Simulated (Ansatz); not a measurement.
Tetradymite Sb2Te3, treated with PBE-D4 (Ansatz, a first-principles code, plane waves, PAW).

Numerical settings: plane-wave cutoff 520 eV, 10×10×10 k mesh, Fermi–Dirac smearing 0.01 eV, scalar-relativistic PAW data made under PBE.

Cell (relaxed at this level):

Sb2Te3 is taken in the trigonal space group R-3m, hexagonal axes (No. 166), Pearson symbol hR5. Conventional cell: a = 4.2739 Å, b = 4.2739 Å, c = 29.8211 Å, α = 90.00°, β = 90.00°, γ = 120.00°. Sb on 6c is coordinated by 6 Te at 3.004–3.151 Å (octahedral). Te1 on 3a is coordinated by 6 Sb at 3.151 Å (octahedral). Te2 on 6c is surrounded by 3 Sb at 3.004 Å (trigonal pyramidal). (Neighbours: up to the widest gap in distance over summed covalent radii, below 1.35, at either atom.)
(The calculation used a cell of 5 atoms; values per cell refer to that cell.)

**Question.** Estimate the bulk modulus B0, band gap and pressure derivative B′ of the bulk modulus that the calculation returns.

**Answer.** 
- bulk modulus B0 = 39.9 GPa
- band gap = 0.09 eV
- pressure derivative B′ of the bulk modulus = 8.8

Measured, for comparison: band gap 0.3 eV (temperature not stated, not corrected to a static lattice, compiled measured gap; kind and temperature not stated, our sources range from 0.17 to 0.30; as tabulated in Kothakonda et al. (2022), arXiv:2208.02841); bulk modulus 36.1 ± 0.9 GPa (temperature not stated, not corrected to a static lattice; as tabulated in Sans et al. (2019), arXiv:1907.08317). Computed (rounded) less measured: bulk modulus +11 %.

Note: the bulk modulus comes from volumes at which shape and atoms were relaxed.

Spin–orbit coupling is not included; it can close the smallest gap of 0.09 eV.

Computed values are for the static lattice.

It cost around 40 core-minutes (rough) of CPU time.
